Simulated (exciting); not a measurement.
CaO:

```
CELL_PARAMETERS angstrom
0.00000 2.40356 2.40356
2.40356 0.00000 2.40356
2.40356 2.40356 0.00000
ATOMIC_POSITIONS crystal
Ca 0.00000 0.00000 0.00000
O 0.50000 0.50000 0.50000
```

The cell is a database's computed one.

Base run:

```yaml
Program: exciting (release sodium)
Functional: PBE
Potentials_or_basis: all-electron LAPW+lo, shipped species files, valence relativity iora*
rgkmax: 7.5
k_mesh: 10 × 10 × 10
Occupations: fermi-dirac, width 0.05 eV
Spin: no spin polarisation
```

Its results: band gap on the k mesh 3.66 eV, indirect (least direct gap 4.04 eV).

**Question.** The run is repeated on the same cell with these changes: functional from PBE to PBEsol. What comes out?

**Answer.** Band gap on the k mesh 3.56 eV, indirect (least direct gap 3.94 eV).

Not every run made on this cell is shown here.
